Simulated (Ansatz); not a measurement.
Input and command of a plane-wave DFT calculation in Ansatz:

```yaml
crystal:
  lattice:
    - [1.9773488313, -1.9782980303, 0.1629652982]
    - [1.9773488313, 1.9782980303, 0.1629652982]
    - [-0.3833556372, 0.0, 5.1352739038]
  atoms:
    - { symbol: Cu, position: [0.0, 0.5, 0.0] }
    - { symbol: Cu, position: [0.5, 0.0, 0.5] }
    - { symbol: O, position: [0.5000828497, 0.4999171503, 0.25] }
    - { symbol: O, position: [0.4999171503, 0.5000828497, 0.75] }
basis:
  ecutwfc: 420
kpoints:
  mp_grid: { grid: [16, 16, 10] }
hamiltonian:
  xc: pbe
scf:
  occupations: { method: gaussian, width: 0.15 }
output:
  forces: true
  stress: true
  eigenvalues: true
```

```bash
ansatz run input.yaml --threads 2 --pin off --max-ram 5120MiB --backend cpu --events-out ev --progress --plain --runs-dir out
```

Processor: Intel(R) Xeon(R) Platinum 8488C (Sapphire Rapids), 2 threads, on a host shared with other jobs.

Problem. Estimate time, memory and problem size.

Solution. About 12 s on 2 threads of Intel(R) Xeon(R) Platinum 8488C (Sapphire Rapids) (shared host), peak memory 0.83 GiB. It solves 30 bands at 690 k points (the mesh reduced by symmetry) with about 805 plane waves, in 6 SCF iterations.
